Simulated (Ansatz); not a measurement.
**Spin–orbit splittings in W**

```
W
1.0
     0.00000    2.03000    2.03000
     2.03000    0.00000    2.03000
     2.03000    2.03000    0.00000
W
1
Cartesian
  0.0000 0.0000 0.0000
```

The geometry is COD entry 1534935, unchecked; take it as a test cell.

Levels of theory: DFT, PBE, all-electron LAPW, scalar-relativistic (Ansatz 0.2.0); DFT, PBE, all-electron LAPW, Dirac equation with spin-orbit coupling (Ansatz 0.2.0).

Settings: a Γ-centred 14×14×14 k mesh, Fermi–Dirac smearing of 0.05 eV, basis error target 0.25 meV/atom, no spin polarisation.

Levels between -8 and 5 eV, each run counted from its own valence-band top where it has a gap, else its Fermi level. Scalar levels are listed once for both spins; with the coupling every spinor state is counted. Levels near the edges of the range can cross them.

Q: At Γ (0.000, 0.000, 0.000) the scalar-relativistic levels are -0.53 (×3), 2.52 (×2). What are they with spin–orbit coupling?

A: -0.75 (×4), -0.25 (×2), 2.56 (×4).

Q: At L (0.500, 0.500, 0.500) the scalar-relativistic levels are -5.48, -0.74 (×2), 0.60, 4.93 (×2). What are they with spin–orbit coupling?

A: -5.53 (×2), -1.05 (×2), -0.52 (×2), 0.45 (×2), 4.72 (×2).
